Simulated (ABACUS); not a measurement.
Rh:

```xyz
1
Lattice="0.0000 1.8979 1.8979 1.8979 0.0000 1.8979 1.8979 1.8979 0.0000" Properties=species:S:1:pos:R:3 pbc="T T T"
Rh    0.0000    0.0000    0.0000
```

Base run:

| Property | Result |
| --- | --- |
| Program | ABACUS 3.10.1 |
| Functional | TASK |
| Potentials or basis | SG15 ONCV 1.2 PBE |
| Cutoff | 1401 eV |
| Density cutoff | 5606 eV |
| Basis | plane waves |
| k mesh | 8 × 8 × 8 |
| Occupations | fermi-dirac, width 0.05 eV |
| Spin | no spin polarisation |

Its results: band gap on the k mesh none (metal or under the smearing width); pressure 551.8 GPa.

Task: The run is repeated on the same cell with these changes: functional from TASK to SCAN. What comes out?

Result: Band gap on the k mesh none (metal or under the smearing width); pressure -2.9 GPa.

Caveats: the potentials were made for another functional, which shifts forces and pressure; a pressure of tens of GPa on the cell as given is suspect, and the run, the potentials or the cell itself is likely at fault (some runs).
